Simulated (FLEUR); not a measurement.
# Ti (Fm-3m) in FLEUR: a series of runs

One crystal, Ti, is run at these levels: SCAN; tasks: band structure, equation of state.

Everything below comes from runs of FLEUR MaX-R8.1 (later development tree). Logs are shortened: lines on timing, memory, paths and dates and some standing lists are left out, and cuts for length are marked.

## Step 1: The structure

It takes space group Fm-3m (No. 225, cubic). The conventional cell has a = 4.060 Å, b = 4.060 Å, c = 4.060 Å, α = 90.00°, β = 90.00°, γ = 90.00°. Ti (site symmetry m-3m) is surrounded by 12 Ti at 2.87 Å.

This isn't the form of Ti at room conditions, which is hcp.

## Step 2: Band structure, SCAN

File inp.xml:

```xml
<?xml version="1.0" encoding="UTF-8" standalone="no"?>
<fleurInput fleurInputVersion="0.39">
   <comment>
      Ti                                                                                                  
   </comment>
   <calculationSetup>
      <cutoffs Kmax="4.1" Gmax="12.7" GmaxXC="12.7" numbands="0"/>
      <scfLoop itmax="80" minDistance="0.0001" maxIterBroyd="30" imix="Anderson" alpha="0.05" precondParam="0.0" spinf="2.0" sdNocoIR="T"/>
      <coreElectrons ctail="F" frcor="F" kcrel="0" coretail_lmax="0"/>
      <xcFunctional name="LibXC" relativisticCorrections="F">
         <LibXCName exchange="mgga_x_scan" correlation="mgga_c_scan"/>
         <AuxGGA exchange="117" correlation="130"/>
      </xcFunctional>
      <magnetism jspins="1"/>
      <soc l_soc="F" theta="0.0" phi="0.0" spav="F"/>
      <expertModes spex="0" secvar="F"/>
      <geometryOptimization l_f="F" forcealpha="1.0" forcemix="BFGS" epsdisp="0.00001" epsforce="0.00001"/>
      <ldaU l_linMix="F" mixParam="0.05" spinf="1.0"/>
   </calculationSetup>
   <cell>
      <bzIntegration valenceElectrons="12.0" mode="hist" fermiSmearingEnergy="0.00183747">
         <kPointListSelection listName="default-1"/>
         <!-- k-points included here -->
         <xi:include xmlns:xi="http://www.w3.org/2001/XInclude" href="kpts.xml"> </xi:include>
      </bzIntegration>
      <!-- symmetry operations included here -->
      <xi:include xmlns:xi="http://www.w3.org/2001/XInclude" href="sym.xml"> </xi:include>
      <bulkLattice scale="1.0">
         <bravaisMatrix>
            <row-1>    0.0000000000000000     3.8361440329379994     3.8361440329379994</row-1>
            <row-2>    3.8361440329379994     0.0000000000000000     3.8361440329379994</row-2>
            <row-3>    3.8361440329379994     3.8361440329379994     0.0000000000000000</row-3>
         </bravaisMatrix>
      </bulkLattice>
   </cell>
   <atomSpecies>
      <species name="Titanium (Ti)" element="Ti" atomicNumber="22">
         <mtSphere radius="2.51" gridPoints="829" logIncrement="0.015"/>
         <atomicCutoffs lmax="10" lnonsphr="10"/>
         <electronConfig flipSpins="F">
            <coreConfig>(1s1/2) (2s1/2) (2p1/2) (2p3/2)</coreConfig>
            <valenceConfig>(3s1/2) (3p1/2) (3p3/2) (4s1/2) (3d3/2) (3d5/2)</valenceConfig>
            <stateOccupation state="(3d3/2)" spinUp="0.400000" spinDown="0.400000"/>
            <stateOccupation state="(3d5/2)" spinUp="0.600000" spinDown="0.600000"/>
         </electronConfig>
         <energyParameters s="4" p="4" d="3" f="4"/>
         <lo type="SCLO" l="0" n="3" eDeriv="0"/>
         <lo type="SCLO" l="1" n="3" eDeriv="0"/>
         <lo type="SCLO" l="1" n="3" eDeriv="1"/>
         <lo type="SCLO" l="2" n="3" eDeriv="2"/>
         <lo type="SCLO" l="3" n="4" eDeriv="2"/>
      </species>
   </atomSpecies>
   <atomGroups>
      <atomGroup species="Titanium (Ti)">
         <relPos label="                   1">.0000000000 .0000000000 .0000000000</relPos>
         <force calculate="T" relaxXYZ="TTT"/>
      </atomGroup>
   </atomGroups>
   <output dos="F" band="F" slice="F">
      <checks vchk="F" cdinf="F"/>
      <bandDOS minEnergy="-.5*Htr" maxEnergy="0.5*Htr" sigma="0.015" storeEVData="T"/>
      <vacuumDOS vacdos="F" integ="F" star="F" nstars="0" locx1="0.0" locy1="0.0" locx2="0.0" locy2="0.0" nstm="0" tworkf="0.0"/>
      <unfoldingBand unfoldBand="F" supercellX="1" supercellY="1" supercellZ="1"/>
      <plotting iplot="0" polar="F">
         <plot TwoD="T" vec1="  1.0  0.0  0.0" vec2="  0.0  1.0  0.0" vec3="  0.0  0.0  1.0" zero="  0.0  0.0  0.0" file="plot"/>
      </plotting>
      <chargeDensitySlicing numkpt="0" minEigenval="0.0" maxEigenval="0.0" nnne="0" pallst="F"/>
      <specialOutput eonly="F"/>
      <moessbauerParams electricFieldGradient="T" isomerShift="T" coreHyperfine="T" valenceHyperfine="T"/>
      <magneticCircularDichroism mcd="F" energyLo="-10.0" energyUp="0.0"/>
   </output>
  <!-- We include the file relax.xml here to enable relaxations (see documentation) -->
  <xi:include xmlns:xi="http://www.w3.org/2001/XInclude" href="relax.xml"> <xi:fallback/> </xi:include>
</fleurInput>
```

File crystal.txt:

```
Ti
&input cartesian=F /
0.0000000000  2.0300000000  2.0300000000
2.0300000000  0.0000000000  2.0300000000
2.0300000000  2.0300000000  0.0000000000
1.8897261246
1.0 1.0 1.0

1
22 0.0000000000  0.0000000000  0.0000000000

&kpt div1=11 div2=11 div3=11 gamma=T /
```

File inp.xml (bands):

```
<?xml version="1.0" encoding="UTF-8" standalone="no"?>
<fleurInput fleurInputVersion="0.39">
   <comment>
      Ti                                                                                                  
   </comment>
   <calculationSetup>
      <cutoffs Kmax="4.1" Gmax="12.7" GmaxXC="12.7" numbands="0"/>
      <scfLoop itmax="80" minDistance="0.0001" maxIterBroyd="30" imix="Anderson" alpha="0.05" precondParam="0.0" spinf="2.0" sdNocoIR="T"/>
      <coreElectrons ctail="F" frcor="F" kcrel="0" coretail_lmax="0"/>
      <xcFunctional name="LibXC" relativisticCorrections="F">
         <LibXCName exchange="mgga_x_scan" correlation="mgga_c_scan"/>
         <AuxGGA exchange="117" correlation="130"/>
      </xcFunctional>
      <magnetism jspins="1"/>
      <soc l_soc="F" theta="0.0" phi="0.0" spav="F"/>
      <expertModes spex="0" secvar="F"/>
      <geometryOptimization l_f="F" forcealpha="1.0" forcemix="BFGS" epsdisp="0.00001" epsforce="0.00001"/>
      <ldaU l_linMix="F" mixParam="0.05" spinf="1.0"/>
   </calculationSetup>
   <cell>
      <bzIntegration valenceElectrons="12.0" mode="hist" fermiSmearingEnergy="0.00183747">
         <kPointListSelection listName="path-1"/>
         <!-- k-points included here -->
         <xi:include xmlns:xi="http://www.w3.org/2001/XInclude" href="kpts.xml"> </xi:include>
      </bzIntegration>
      <!-- symmetry operations included here -->
      <xi:include xmlns:xi="http://www.w3.org/2001/XInclude" href="sym.xml"> </xi:include>
      <bulkLattice scale="1.0">
         <bravaisMatrix>
            <row-1>    0.0000000000000000     3.8361440329379994     3.8361440329379994</row-1>
            <row-2>    3.8361440329379994     0.0000000000000000     3.8361440329379994</row-2>
            <row-3>    3.8361440329379994     3.8361440329379994     0.0000000000000000</row-3>
         </bravaisMatrix>
      </bulkLattice>
   </cell>
   <atomSpecies>
      <species name="Titanium (Ti)" element="Ti" atomicNumber="22">
         <mtSphere radius="2.51" gridPoints="829" logIncrement="0.015"/>
         <atomicCutoffs lmax="10" lnonsphr="10"/>
         <electronConfig flipSpins="F">
            <coreConfig>(1s1/2) (2s1/2) (2p1/2) (2p3/2)</coreConfig>
            <valenceConfig>(3s1/2) (3p1/2) (3p3/2) (4s1/2) (3d3/2) (3d5/2)</valenceConfig>
            <stateOccupation state="(3d3/2)" spinUp="0.400000" spinDown="0.400000"/>
            <stateOccupation state="(3d5/2)" spinUp="0.600000" spinDown="0.600000"/>
         </electronConfig>
         <energyParameters s="4" p="4" d="3" f="4"/>
         <lo type="SCLO" l="0" n="3" eDeriv="0"/>
         <lo type="SCLO" l="1" n="3" eDeriv="0"/>
         <lo type="SCLO" l="1" n="3" eDeriv="1"/>
         <lo type="SCLO" l="2" n="3" eDeriv="2"/>
         <lo type="SCLO" l="3" n="4" eDeriv="2"/>
      </species>
   </atomSpecies>
   <atomGroups>
      <atomGroup species="Titanium (Ti)">
         <relPos label="                   1">.0000000000 .0000000000 .0000000000</relPos>
         <force calculate="T" relaxXYZ="TTT"/>
      </atomGroup>
   </atomGroups>
   <output dos="F" band="T" slice="F">
      <checks vchk="F" cdinf="F"/>
      <bandDOS minEnergy="-.5*Htr" maxEnergy="0.5*Htr" sigma="0.015" storeEVData="T"/>
      <vacuumDOS vacdos="F" integ="F" star="F" nstars="0" locx1="0.0" locy1="0.0" locx2="0.0" locy2="0.0" nstm="0" tworkf="0.0"/>
      <unfoldingBand unfoldBand="F" supercellX="1" supercellY="1" supercellZ="1"/>
      <plotting iplot="0" polar="F">
         <plot TwoD="T" vec1="  1.0  0.0  0.0" vec2="  0.0  1.0  0.0" vec3="  0.0  0.0  1.0" zero="  0.0  0.0  0.0" file="plot"/>
      </plotting>
      <chargeDensitySlicing numkpt="0" minEigenval="0.0" maxEigenval="0.0" nnne="0" pallst="F"/>
      <specialOutput eonly="F"/>
      <moessbauerParams electricFieldGradient="T" isomerShift="T" coreHyperfine="T" valenceHyperfine="T"/>
      <magneticCircularDichroism mcd="F" energyLo="-10.0" energyUp="0.0"/>
   </output>
  <!-- We include the file relax.xml here to enable relaxations (see documentation) -->
  <xi:include xmlns:xi="http://www.w3.org/2001/XInclude" href="relax.xml"> <xi:fallback/> </xi:include>
</fleurInput>
```

Potentials or basis: all-electron, FLAPW.

Launch:

```
inpgen -f crystal.txt -profile fastHighL
# inp.xml edited to the form shown
fleur_MPI
fleur_MPI   # second run, on inp.xml (bands)
```

Standard output:

```text
Welcome to FLEUR        (www.flapw.de)
      MaX-Release 8.1          (www.max-centre.eu)
 func_ids         267         263         267         263
 MetaGGA potential functional detected - V_tau will be computed
 Auxiliary Potential for radial basis: exchange=         117  correlation=         130
The functional 'SCAN exchange of Sun, Ruzsinszky, and Perdew' is an exchange functional, it belongs to the 'MGGA' family and is defined in the reference(s):
[1] J. Sun, A. Ruzsinszky, and J. P. Perdew.,  Phys. Rev. Lett. 115, 036402 (2015)
The functional 'SCAN correlation of Sun, Ruzsinszky, and Perdew' is a correlation functional, it belongs to the 'MGGA' family and is defined in the reference(s):
[1] J. Sun, A. Ruzsinszky, and J. P. Perdew.,  Phys. Rev. Lett. 115, 036402 (2015)
 Using same functional for VXC and EXC

 ========== k-point set info ==========
 Selected k-point list: default-1
 k-point list type: mesh
 11 x 11 x 11
 Number of k points: 56

 ------------Calculation Setup---------------------------
 Number of MPI-tasks      :            1
 Number of PE/node        :            1
 Number of OMP-threads    :            1
 Most efficient MPI parallelization for:
           1           2           4           7           8          14          28          56
 Additional eigenvalue parallelization possible
 Number of basis functions:          175
 Approximate size of matrices (H+S) per k-point:         0.000 GB
 --------------------------------------------------------
The functional 'Hammer, Hansen, and Norskov' is an exchange functional, it belongs to the 'GGA' family and is defined in the reference(s):
[1] B. Hammer, L. B. Hansen, and J. K. Nørskov.,  Phys. Rev. B 59, 7413 (1999)
The functional 'Perdew, Burke & Ernzerhof' is a correlation functional, it belongs to the 'GGA' family and is defined in the reference(s):
[1] J. P. Perdew, K. Burke, and M. Ernzerhof.,  Phys. Rev. Lett. 77, 3865 (1996)
[2] J. P. Perdew, K. Burke, and M. Ernzerhof.,  Phys. Rev. Lett. 78, 1396 (1997)
 Using same functional for VXC and EXC
 Using auxiliary GGA potential for the first iteration of MetaGGA calculation.
 Reset of history
 Reset of history
 Iteration:     1   Distance:      18.09519573 me/bohr^3
The functional 'Hammer, Hansen, and Norskov' is an exchange functional, it belongs to the 'GGA' family and is defined in the reference(s):
[1] B. Hammer, L. B. Hansen, and J. K. Nørskov.,  Phys. Rev. B 59, 7413 (1999)
The functional 'Perdew, Burke & Ernzerhof' is a correlation functional, it belongs to the 'GGA' family and is defined in the reference(s):
[1] J. P. Perdew, K. Burke, and M. Ernzerhof.,  Phys. Rev. Lett. 77, 3865 (1996)
[2] J. P. Perdew, K. Burke, and M. Ernzerhof.,  Phys. Rev. Lett. 78, 1396 (1997)
 Using same functional for VXC and EXC
 Iteration:     2   Distance:      17.73722760 me/bohr^3
The functional 'Hammer, Hansen, and Norskov' is an exchange functional, it belongs to the 'GGA' family and is defined in the reference(s):
[1] B. Hammer, L. B. Hansen, and J. K. Nørskov.,  Phys. Rev. B 59, 7413 (1999)
The functional 'Perdew, Burke & Ernzerhof' is a correlation functional, it belongs to the 'GGA' family and is defined in the reference(s):
[1] J. P. Perdew, K. Burke, and M. Ernzerhof.,  Phys. Rev. Lett. 77, 3865 (1996)
[2] J. P. Perdew, K. Burke, and M. Ernzerhof.,  Phys. Rev. Lett. 78, 1396 (1997)
 Using same functional for VXC and EXC
 Iteration:     3   Distance:      16.68256662 me/bohr^3
The functional 'Hammer, Hansen, and Norskov' is an exchange functional, it belongs to the 'GGA' family and is defined in the reference(s):
[1] B. Hammer, L. B. Hansen, and J. K. Nørskov.,  Phys. Rev. B 59, 7413 (1999)
The functional 'Perdew, Burke & Ernzerhof' is a correlation functional, it belongs to the 'GGA' family and is defined in the reference(s):
[1] J. P. Perdew, K. Burke, and M. Ernzerhof.,  Phys. Rev. Lett. 77, 3865 (1996)
[2] J. P. Perdew, K. Burke, and M. Ernzerhof.,  Phys. Rev. Lett. 78, 1396 (1997)
 Using same functional for VXC and EXC
 Iteration:     4   Distance:       7.06569873 me/bohr^3
The functional 'Hammer, Hansen, and Norskov' is an exchange functional, it belongs to the 'GGA' family and is defined in the reference(s):
[1] B. Hammer, L. B. Hansen, and J. K. Nørskov.,  Phys. Rev. B 59, 7413 (1999)
The functional 'Perdew, Burke & Ernzerhof' is a correlation functional, it belongs to the 'GGA' family and is defined in the reference(s):
[1] J. P. Perdew, K. Burke, and M. Ernzerhof.,  Phys. Rev. Lett. 77, 3865 (1996)
[2] J. P. Perdew, K. Burke, and M. Ernzerhof.,  Phys. Rev. Lett. 78, 1396 (1997)
 Using same functional for VXC and EXC
 Iteration:     5   Distance:       3.93474184 me/bohr^3
The functional 'Hammer, Hansen, and Norskov' is an exchange functional, it belongs to the 'GGA' family and is defined in the reference(s):
[... 39 lines left out ...]
 Using same functional for VXC and EXC
 Iteration:    11   Distance:       0.00160504 me/bohr^3
The functional 'Hammer, Hansen, and Norskov' is an exchange functional, it belongs to the 'GGA' family and is defined in the reference(s):
[1] B. Hammer, L. B. Hansen, and J. K. Nørskov.,  Phys. Rev. B 59, 7413 (1999)
The functional 'Perdew, Burke & Ernzerhof' is a correlation functional, it belongs to the 'GGA' family and is defined in the reference(s):
[1] J. P. Perdew, K. Burke, and M. Ernzerhof.,  Phys. Rev. Lett. 77, 3865 (1996)
[2] J. P. Perdew, K. Burke, and M. Ernzerhof.,  Phys. Rev. Lett. 78, 1396 (1997)
 Using same functional for VXC and EXC
 Iteration:    12   Distance:       0.00058197 me/bohr^3
The functional 'Hammer, Hansen, and Norskov' is an exchange functional, it belongs to the 'GGA' family and is defined in the reference(s):
[1] B. Hammer, L. B. Hansen, and J. K. Nørskov.,  Phys. Rev. B 59, 7413 (1999)
The functional 'Perdew, Burke & Ernzerhof' is a correlation functional, it belongs to the 'GGA' family and is defined in the reference(s):
[1] J. P. Perdew, K. Burke, and M. Ernzerhof.,  Phys. Rev. Lett. 77, 3865 (1996)
[2] J. P. Perdew, K. Burke, and M. Ernzerhof.,  Phys. Rev. Lett. 78, 1396 (1997)
 Using same functional for VXC and EXC
 Iteration:    13   Distance:       0.00018326 me/bohr^3
The functional 'Hammer, Hansen, and Norskov' is an exchange functional, it belongs to the 'GGA' family and is defined in the reference(s):
[1] B. Hammer, L. B. Hansen, and J. K. Nørskov.,  Phys. Rev. B 59, 7413 (1999)
The functional 'Perdew, Burke & Ernzerhof' is a correlation functional, it belongs to the 'GGA' family and is defined in the reference(s):
[1] J. P. Perdew, K. Burke, and M. Ernzerhof.,  Phys. Rev. Lett. 77, 3865 (1996)
[2] J. P. Perdew, K. Burke, and M. Ernzerhof.,  Phys. Rev. Lett. 78, 1396 (1997)
 Using same functional for VXC and EXC
 Iteration:    14   Distance:       0.00007803 me/bohr^3

 ********************************************************************
 Run finished successfully
 Stop message:
   all done
 ********************************************************************
```

Run time: 15 s. Hardware: 1 thread of Arm Neoverse V2, shared host; peak memory 0.08 GiB.

What came out:

```yaml
Free_energy: -23240.5444 eV
Band_gap_along_the_path: none (metal or under the smearing width)
Valence_electrons_inside_the_program's_atomic_spheres: Ti 10.64 (radii Ti 2.51 bohr)
```

Levels at the corners of the path, in eV from the Fermi level:
| point | band 3 | band 4 | band 5 | band 6 | band 7 | band 8 | band 9 | band 10 |
| --- | --- | --- | --- | --- | --- | --- | --- | --- |
| Γ | -33.76 | -33.76 | -6.52 | 1.00 | 1.00 | 1.00 | 2.91 | 2.91 |
| X | -34.03 | -34.03 | -2.75 | -1.87 | 2.99 | 4.09 | 4.30 | 4.30 |
| W | -34.26 | -34.04 | -1.61 | -0.41 | -0.41 | 2.47 | 4.30 | 9.03 |
| K | -34.21 | -33.97 | -1.82 | -1.33 | 0.73 | 2.98 | 3.84 | 7.76 |
| Γ | -33.76 | -33.76 | -6.52 | 1.00 | 1.00 | 1.00 | 2.91 | 2.91 |
| L | -33.86 | -33.86 | -2.79 | 0.60 | 0.93 | 0.93 | 4.04 | 4.04 |
| U | -34.21 | -33.97 | -1.82 | -1.33 | 0.73 | 2.98 | 3.84 | 7.76 |
| W | -34.26 | -34.04 | -1.61 | -0.41 | -0.41 | 2.47 | 4.30 | 9.03 |
| L | -33.86 | -33.86 | -2.79 | 0.60 | 0.93 | 0.93 | 4.04 | 4.04 |
| K | -34.21 | -33.97 | -1.82 | -1.33 | 0.73 | 2.98 | 3.84 | 7.76 |
| U | -34.21 | -33.97 | -1.82 | -1.33 | 0.73 | 2.98 | 3.84 | 7.76 |
| X | -34.03 | -34.03 | -2.75 | -1.87 | 2.99 | 4.09 | 4.30 | 4.30 |

Core levels (eV from the Fermi level):
```
atom                                                   levels
1 Ti  1s1/2 -4863.0, 2s1/2 -531.3, 2p1/2 -442.2, 2p3/2 -436.4
```

Caveat: the meta-GGA is that of a development version, with a GGA for the radial functions and cores and without core tails.

## Step 3: Equation of state, SCAN, 15.73 Å³/atom (volume scaled by 0.94)

inp.xml, as its differences from that of step 2:

```diff
@@ -27,3 +27,3 @@
       <xi:include xmlns:xi="http://www.w3.org/2001/XInclude" href="sym.xml"> </xi:include>
-      <bulkLattice scale="1.0">
+      <bulkLattice scale="0.9795861087">
          <bravaisMatrix>
@@ -37,3 +37,3 @@
       <species name="Titanium (Ti)" element="Ti" atomicNumber="22">
-         <mtSphere radius="2.51" gridPoints="829" logIncrement="0.015"/>
+         <mtSphere radius="2.46" gridPoints="829" logIncrement="0.015"/>
          <atomicCutoffs lmax="10" lnonsphr="10"/>
```

Potentials or basis: all-electron, FLAPW.

Launch:

```
inpgen -f crystal.txt -profile fastHighL
# inp.xml edited to the form shown
fleur_MPI
```

Wall time 12 s (1 thread of Arm Neoverse V2, shared host); peak memory 0.08 GiB.

Results (log left out):

- Free energy: -23240.4971 eV
- Band gap on the k mesh: none (metal or under the smearing width)
- Valence electrons inside the program's atomic spheres: Ti 10.62 (radii Ti 2.46 bohr)

Caveat: the meta-GGA is that of a development version, with a GGA for the radial functions and cores and without core tails.

## Step 4: Equation of state, SCAN, 16.06 Å³/atom (volume scaled by 0.96)

inp.xml, as its differences from that of step 3:

```diff
@@ -27,3 +27,3 @@
       <xi:include xmlns:xi="http://www.w3.org/2001/XInclude" href="sym.xml"> </xi:include>
-      <bulkLattice scale="0.9795861087">
+      <bulkLattice scale="0.9864848297">
          <bravaisMatrix>
```

Launch:

```
inpgen -f crystal.txt -profile fastHighL
# inp.xml edited to the form shown
fleur_MPI
```

It took 12 s on 1 thread of Arm Neoverse V2, shared host; peak memory 0.08 GiB.

The run converged. Its results:

| Item | Value |
| --- | --- |
| Free energy | -23240.5179 eV |
| Band gap on the k mesh | none (metal or under the smearing width) |
| Valence electrons inside the program's atomic spheres | Ti 10.59 (radii Ti 2.46 bohr) |

Caveat: the meta-GGA is that of a development version, with a GGA for the radial functions and cores and without core tails.

(Continued in part 2 of 2.)
